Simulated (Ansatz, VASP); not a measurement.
## HgTe (Coloradoite): VASP beside Ansatz

```
Hg Te
1.0
     0.00000    3.21450    3.21450
     3.21450    0.00000    3.21450
     3.21450    3.21450    0.00000
Hg Te
1 1
Direct
  0.00000 0.00000 0.00000
  0.75000 0.75000 0.75000
```

Alike in both runs: task relaxation of cell and atoms; functional revPBE; dispersion D4; k mesh 7 × 7 × 7; occupations fermi-dirac, width 0.05 eV; no spin polarisation.

```csv
,VASP,Ansatz
version,VASP 6.6.1,Ansatz 0.2.0
potentials or method,"VASP PAW PBE potentials, release 64 (Hg, Te), cutoff 600 eV","all-electron LAPW, scalar-relativistic"
```

|  | VASP | Ansatz | Ansatz less VASP |
| --- | --- | --- | --- |
| relaxed volume (Å³/atom) | 35.02 | 34.96 | -0.063 |
| relaxed cell length with the largest relative difference (Å) | 4.627 | 4.624 | -0.0028 |
| energy change over the relaxation (meV/atom) | -13 | -12 | +0.9 |

Ansatz ran all-electron here, so the differences hold the error of VASP's frozen core and of both bases.

Caveats: the PAW data sets were made with another functional, which shifts forces and pressure a little (VASP); pairwise dispersion overbinds metals, which lowers pressure and volume (VASP). Zero-point motion and thermal expansion aren't in these numbers. The runs have no spin-orbit coupling, so splittings on Hg, Te are missing.
